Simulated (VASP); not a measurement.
# K in VASP: a series of runs, part 2 of 2

VASP 6.6.1. The steps go on from the part before.

## Step 3: Work function, PBE

INCAR reads:

```
PREC     = Accurate       # precision mode
ENCUT    = 520            # plane-wave cutoff, eV
EDIFF    = 1E-6           # SCF threshold, eV
ISMEAR   = -1             # smearing method
SIGMA    = 0.05           # smearing width, eV
LREAL    = F              # projectors in reciprocal space
LASPH    = T              # aspherical terms in the spheres
NELM     = 60             # most SCF steps
ALGO     = Normal         # electronic algorithm
ISIF     = 2              # what is computed and relaxed
LWAVE    = F              # write WAVECAR
LCHARG   = F              # write CHGCAR
LDIPOL   = T            
IDIPOL   = 3            
DIPOL    = 0.5 0.5 0.500
GGA      = PE             # functional
EFIELD   = 0            
LVHAR    = T            
LVACPOTAV= T
```

KPOINTS reads:

```
Automatic mesh
0
Gamma
  7 7 1
```

POSCAR reads:

```
K
1.0
    4.7251254772      0.0000000000      0.0000000000
   -2.2093571875      4.1767872334      0.0000000000
    0.0000000000      0.0000000000     22.8117980100
K
3
Direct
    0.1793869800      0.8206130200      0.3287772405
    0.8206130200      0.1793869800      0.5000000000
    0.1793869800      0.8206130200      0.6712227595
```

Potentials or basis: VASP PAW PBE potentials, release 64 (K_sv).

The run is started by

```
cat potpaw_PBE.64/K_sv/POTCAR > POTCAR
mpirun -np 1 vasp_std > vasp.out
```

OUTCAR:

```text
PREC = Accurate
   ENCUT = 520
   EDIFF = 1E-6
   ISMEAR = -1
   LREAL = F
   LASPH = T
   NELM = 60
   ISIF = 2
   GGA = PE

 ion  position               nearest neighbor table
   1  0.179  0.821  0.329-
   2  0.821  0.179  0.500-
   3  0.179  0.821  0.671-

  LATTYP: Found a base centered orthorhombic cell.
 ALAT       =     4.8759247000
 B/A-ratio  =     1.6602432150
 C/A-ratio  =     4.6784557624

  Lattice vectors:
[... 504 lines left out ...]

  FORCE on cell =-STRESS in cart. coord.  units (eV):
  Direction    XX          YY          ZZ          XY          YZ          ZX
  --------------------------------------------------------------------------------------
  -------------------------------------------------------------------------------------
  Total       -0.2593304     -0.3306503     -0.2637066     -0.0674151      0.0000000      0.0000000
  in kB       -0.9228876     -1.1766960     -0.9384614     -0.2399123      0.0000000      0.0000000
  external PRESSURE =      -1.0126817 kB  Pullay stress =       0.0000000 kB

 VOLUME and BASIS-vectors are now :
 -----------------------------------------------------------------------------
  energy-cutoff  :      520.00
  volume of cell :      450.21
      direct lattice vectors                 reciprocal lattice vectors
     4.725125477  0.000000000  0.000000000     0.211634591  0.111946427  0.000000000
    -2.209357188  4.176787233  0.000000000     0.000000000  0.239418468  0.000000000
     0.000000000  0.000000000 22.811798010     0.000000000  0.000000000  0.043836965

 POSITION                                       TOTAL-FORCE (eV/Angst)
 -----------------------------------------------------------------------------------
     -0.96540      3.42753      7.50000        -0.000811      0.000488      0.031202
      3.48117      0.74926     11.40590         0.001622     -0.000977      0.000000
     -0.96540      3.42753     15.31180        -0.000811      0.000488     -0.031202
 -----------------------------------------------------------------------------------
    total drift:                               -0.000038      0.000023      0.000000

  FREE ENERGIE OF THE ION-ELECTRON SYSTEM (eV)
  ---------------------------------------------------
  free  energy   TOTEN  =        -2.8972854911 eV

  energy  without entropy=       -2.8747122804  energy(sigma->0) =       -2.88599889

 vacuum level on the upper side and lower side of the slab         1.175         1.175
```

OSZICAR:

```text
N       E                     dE             d eps       ncg     rms          rms(c)
DAV:   1     0.189184354866E+03    0.18918E+03   -0.10616E+04   648   0.110E+03
DAV:   2     0.155337035328E+02   -0.17365E+03   -0.17198E+03   655   0.284E+02
DAV:   3    -0.213656794958E+01   -0.17670E+02   -0.17601E+02   830   0.730E+01
[... 11 lines left out ...]
DAV:  15    -0.289718495291E+01   -0.39597E-04   -0.64942E-06   530   0.984E-03    0.269E-03
DAV:  16    -0.289725134692E+01   -0.66394E-04   -0.20055E-05   431   0.126E-02    0.241E-03
DAV:  17    -0.289727988469E+01   -0.28538E-04   -0.12468E-05   436   0.131E-02    0.114E-03
DAV:  18    -0.289728495269E+01   -0.50680E-05   -0.41314E-06   426   0.632E-03    0.512E-04
DAV:  19    -0.289728549107E+01   -0.53838E-06   -0.74174E-07   429   0.279E-03
   1 F= -.28972855E+01 E0= -.28859989E+01  d E =-.225732E-01
```

It took 3.1 min on 1 thread of Intel Xeon Platinum 8259CL at 2.50GHz (Skylake/Cascade Lake), shared host; peak memory 0.55 GiB.

What came out:

```yaml
Free_energy: -2.8973 eV
Largest_force: 0.031 eV/Å
Band_gap_on_the_k_mesh: none (metal or under the smearing width)
Work_function_of_the_upper_face: 2.38 eV
Work_function_of_the_lower_face: 2.38 eV
```

Forces in eV/Å, atoms in the order of the input:
```
K   -0.001  0.000  0.031
K    0.002 -0.001  0.000
K   -0.001  0.000 -0.031
```

Levels at points of the mesh, in eV from the Fermi level:
| k point | band 10 | band 11 | band 12 | band 13 | band 14 | band 15 | band 16 | band 17 |
| --- | --- | --- | --- | --- | --- | --- | --- | --- |
| (0.00, 0.00, 0.00) | -15.65 | -15.64 | -15.63 | -1.92 | -1.38 | -0.52 | 0.58 | 1.29 |

## Step 4: Work function, PBE

INCAR, as its differences from that of step 3:

```diff
@@ -16,3 +16,3 @@
 GGA      = PE             # functional
-EFIELD   = 0            
+EFIELD   = 0.1          
 LVHAR    = T
```

KPOINTS is that of step 3.

POSCAR is that of step 3.

Potentials or basis: VASP PAW PBE potentials, release 64 (K_sv).

The run is started by

```
cat potpaw_PBE.64/K_sv/POTCAR > POTCAR
mpirun -np 1 vasp_std > vasp.out
```

OUTCAR:

```text
PREC = Accurate
   ENCUT = 520
   EDIFF = 1E-6
   ISMEAR = -1
   LREAL = F
   LASPH = T
   NELM = 60
   ISIF = 2
   GGA = PE

 ion  position               nearest neighbor table
   1  0.179  0.821  0.329-
   2  0.821  0.179  0.500-
   3  0.179  0.821  0.671-

  LATTYP: Found a base centered orthorhombic cell.
 ALAT       =     4.8759247000
 B/A-ratio  =     1.6602432150
 C/A-ratio  =     4.6784557624

  Lattice vectors:

 A1 = (   4.7251254772,   0.0000000000,   0.0000000000)
 A2 = (  -2.2093571875,   4.1767872334,   0.0000000000)
 A3 = (   0.0000000000,   0.0000000000,  22.8117980100)

Analysis of symmetry for initial positions (statically):
=====================================================================
 Subroutine PRICEL returns:
 Original cell was already a primitive cell.

 Routine SETGRP: Setting up the symmetry group for a
 base centered orthorhombic supercell.

 Subroutine GETGRP returns: Found  4 space group operations
 (whereof  4 operations were pure point group operations)
 out of a pool of  8 trial point group operations.

The static configuration has the point symmetry C_2v.
[... 158 lines left out ...]

 E-fermi :  -1.2094     XC(G=0):  -3.4080

 val. band max:       -1.2280884490   @ k =  -0.4286   0.2857   0.0000
 cond. band min:      -1.1803275217   @ k =   0.1429   0.1429   0.0000
 fundamental gap:      0.0477609273
 Fermi energy:        -1.2093675328

 k-point     1 :       0.0000    0.0000    0.0000
  band No.  band energies     occupation
      1     -33.5332      2.00000
      2     -33.5202      2.00000
      3     -33.3844      2.00000
      4     -17.0296      2.00000
      5     -17.0167      2.00000
      6     -16.9827      2.00000
[... 297 lines left out ...]
      4     -17.0256      2.00000
      5     -17.0230      2.00000
      6     -17.0128      2.00000
[... 9 lines left out ...]
     16      -0.0740      0.00000
     17       0.2155      0.00000

------------------------ aborting loop because EDIFF is reached ----------------------------------------

  FORCE on cell =-STRESS in cart. coord.  units (eV):
  Direction    XX          YY          ZZ          XY          YZ          ZX
  --------------------------------------------------------------------------------------
  -------------------------------------------------------------------------------------
  Total       -0.2561048     -0.3273399     -0.2692369     -0.0673349     -0.0000126      0.0000209
  in kB       -0.9114085     -1.1649152     -0.9581422     -0.2396270     -0.0000448      0.0000745
  external PRESSURE =      -1.0114886 kB  Pullay stress =       0.0000000 kB

 VOLUME and BASIS-vectors are now :
 -----------------------------------------------------------------------------
  energy-cutoff  :      520.00
  volume of cell :      450.21
      direct lattice vectors                 reciprocal lattice vectors
     4.725125477  0.000000000  0.000000000     0.211634591  0.111946427  0.000000000
    -2.209357188  4.176787233  0.000000000     0.000000000  0.239418468  0.000000000
     0.000000000  0.000000000 22.811798010     0.000000000  0.000000000  0.043836965

 POSITION                                       TOTAL-FORCE (eV/Angst)
 -----------------------------------------------------------------------------------
     -0.96540      3.42753      7.50000        -0.000812      0.000489      0.031405
      3.48117      0.74926     11.40590         0.001619     -0.000975     -0.001739
     -0.96540      3.42753     15.31180        -0.000807      0.000486     -0.029666
 -----------------------------------------------------------------------------------
    total drift:                               -0.000036      0.000022      0.000085

  FREE ENERGIE OF THE ION-ELECTRON SYSTEM (eV)
  ---------------------------------------------------
  free  energy   TOTEN  =        -2.9045550110 eV

  energy  without entropy=       -2.8819608789  energy(sigma->0) =       -2.89325794
```

stdout:

```text
POSCAR found type information on POSCAR K
 POSCAR found :  1 types and       3 ions
 scaLAPACK will be used
 LDA part: xc-table for (Slater+PW92), standard interpolation
 POSCAR, INCAR and KPOINTS ok, starting setup
[... 28 lines left out ...]
|           W    W  A    A  R    R  N    N  II  N    N   GGGG   !!!           |
|                                                                             |
|     Did not find any points to average over, which means that no vacuum     |
|     field-free region was found. Please increase the size of  your cell     |
|     in the dimension of the dipole correction to obtain accurate            |
|     workfunction values.                                                    |
|                                                                             |
 -----------------------------------------------------------------------------
```

Wall time 3.6 min (1 thread of Intel Xeon Platinum 8259CL at 2.50GHz (Skylake/Cascade Lake), shared host); peak memory 0.54 GiB.

Results:

- Free energy: -2.9046 eV
- Largest force: 0.031 eV/Å
- Band gap on the k mesh: none (metal or under the smearing width)

Forces on the atoms (eV/Å):
```
K   -0.001  0.000  0.031
K    0.002 -0.001 -0.002
K   -0.001  0.000 -0.030
```
